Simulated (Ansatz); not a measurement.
**FeO in Ansatz: the effect of Hubbard term**

Crystal: FeO.

```
CELL_PARAMETERS angstrom
1.51768 0.87623 2.51579
-1.51768 0.87623 2.51579
0.00000 -1.75247 2.51579
ATOMIC_POSITIONS crystal
Fe 0.00000 0.00000 0.00000
O 0.50000 0.50000 0.50000
```

Alike in all runs:

```yaml
Program: Ansatz 0.2.0
Task: projected density of states
Functional: LDA
Potentials_or_basis: Ansatz PAW
Cutoff: "420 eV (not typed: the program's choice for these potentials)"
k_mesh: 11 × 11 × 11
Occupations: fermi-dirac, width 0.05 eV
Spin: collinear spin, ferromagnetic start
Starting_moments: "[3.0, 0.0] μB"
Hubbard_projectors: ortho-atomic (the default)
Double_counting: fll (the default)
```

| Hubbard term | gap on the mesh (eV) | pressure (GPa) |
| --- | --- | --- |
| none | none | -16.0 |
| Fe d U = 1 eV | ? | ? |
| Fe d U = 2 eV | none | -10.9 |
| Fe d U = 3 eV | 0.50 | -7.1 |
| Fe d U = 4 eV | 0.96 | -4.7 |
| Fe d U = 5 eV | 1.12 | -2.7 |
| Fe d U = 6 eV | 1.23 | -1.1 |
| Fe d U = 8 eV | 1.40 | 2.0 |

Task: What does the run with Hubbard term Fe d U = 1 eV give?

Result: gap on the mesh none; pressure -15.3 GPa.

Worked out: A parabola through the other rows of the pressure, of slope 3.08 GPa per eV there, gives -13.0 GPa, against the run's -15.3. The fit is too stiff a form for this range.

Caveats: a cell with one magnetic atom can't hold antiferromagnetic order, which such compounds often take; the PAW data sets come from PBE, with cores solved anew for the run's functional, which leaves a small shift of forces and pressure; the density of states is complete only up to the lowest level of the last band computed; the magnetic or orbital state may not be the lowest (some runs); odd divisions of the mesh miss points on the zone boundary, where band edges often lie, so the gap on the mesh can be too wide (some runs); semilocal functionals often make such compounds metallic where correlation or magnetic order opens a gap, which also shifts bond lengths (some runs).

A k mesh can miss the band edges.

A gap of «none» marks a metal or a gap under the smearing width.
